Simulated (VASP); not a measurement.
CdSe (Cadmoselite): relaxation of shape and atoms at fixed volume with PBE+D3(BJ)

CdSe (Cadmoselite):

```
Cd Se
1.0
     4.41290    0.00000    0.00000
    -2.20645    3.82169    0.00000
     0.00000    0.00000    7.21788
Cd Se
2 2
Cartesian
  0.0000 2.5478 0.0359
  2.2065 1.2739 3.6448
  0.0000 2.5478 2.7430
  2.2065 1.2739 6.3519
```

The cell isn't the ideal one: a relaxed cell with its volume scaled by 1.06.

```json
{"Program": "VASP 6.6.1", "Task": "relaxation of shape and atoms at fixed volume", "Functional": "PBE", "Dispersion": "D3(BJ)", "Potentials or basis": "VASP PAW PBE potentials, release 64 (Cd, Se)", "Cutoff": "600 eV", "k mesh": "9 × 9 × 4", "Occupations": "gaussian, width 0.03 eV", "Spin": "no spin polarisation", "Further INCAR settings": "ALGO = Fast; EDIFF = 1e-07; IBRION = 2; EDIFFG = -0.01; NSW = 40; ISIF = 4"}
```

```yaml
Pressure_after_relaxing: -2.5 GPa
Largest_force_after_relaxing: 0.008 eV/Å
Band_gap_on_the_k_mesh: 0.49 eV, direct
Dispersion_energy_per_atom: -0.291 eV
```

Forces in eV/Å, atoms in the order of the input:
```
Cd   0.000  0.000 -0.008
Cd   0.000  0.000 -0.008
Se   0.000  0.000  0.008
Se   0.000  0.000  0.008
```

Final structure:
```yaml
crystal:
  lattice:
    - [4.41290, 0.00000, 0.00000]
    - [-2.20645, 3.82169, 0.00000]
    - [0.00000, 0.00000, 7.21788]
  atoms:
    - { symbol: Cd, position: [0.33333, 0.66667, 0.00498] }
    - { symbol: Cd, position: [0.66667, 0.33333, 0.50498] }
    - { symbol: Se, position: [0.33333, 0.66667, 0.38002] }
    - { symbol: Se, position: [0.66667, 0.33333, 0.88002] }
```

Levels at points of the mesh, in eV from the valence-band top:
```
           k point  band 16  band 17  band 18  band 19  band 20  band 21
(0.00, 0.00, 0.00)    -0.05     0.00     0.00     0.49     2.13     5.85
(0.00, 0.00, 0.50)    -0.34    -0.34    -0.34     2.22     2.22     5.72
```

It took 59 s on 1 thread of Intel(R) Xeon(R) 6975P-C (Granite Rapids), on a shared host, peak memory 0.34 GiB.

Caveat: the relaxation stopped at its first step, so nothing moved.
